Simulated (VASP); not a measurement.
Runs of VASP 6.6.1 on Pb. It takes space group Im-3m (No. 229, cubic). The conventional cell has a = 3.879 Å, b = 3.879 Å, c = 3.879 Å, α = 90.00°, β = 90.00°, γ = 90.00°. Pb (site symmetry m-3m) is surrounded by 8 Pb at 3.36 Å. This isn't the form of Pb at room conditions, which is fcc.

```tsv
task	level	potentials or basis	cell	k mesh	cutoff (eV)	ladder	gap on the mesh (eV)	pressure (GPa)	V0 of scaled cells (Å³/atom)	B0 (GPa)
equation of state	LDA	VASP PAW LDA potentials, release 64 (Pb_d)	Im-3m, 29.19 Å³/atom	8 × 8 × 8	520	gaps	-	-	(a)	53
single point	PBEsol	VASP PAW PBE potentials, release 64 (Pb_d)	Im-3m, 31.03 Å³/atom	9 × 9 × 9	520	free	none	-2.0	-	-
relaxation of cell and atoms	LDA	VASP PAW LDA potentials, release 64 (Pb_d)	relaxed	8 × 8 × 8	600	gaps	none	0.0	-	-
single point	PBEsol	VASP PAW PBE potentials, release 64 (Pb_d)	cell strained at random at fixed volume	9 × 9 × 9	520	free	none	-1.4	-	-
equation of state	PBEsol	VASP PAW PBE potentials, release 64 (Pb_d)	Im-3m, 31.03 Å³/atom	9 × 9 × 9	520	free	-	-	(b)	49
```

Alike in all rows: no spin polarisation; smearing fermi-dirac 0.05 eV.

Task: Fill in the values left out.

Result: (a) 29.19; (b) 29.66.

Caveats: the PAW data sets were made with another functional, which shifts forces and pressure a little (some runs).

A k mesh can miss the band edges, and the runs leave out spin-orbit coupling on Pb.

A gap of «none» marks a metal or a gap under the smearing width.
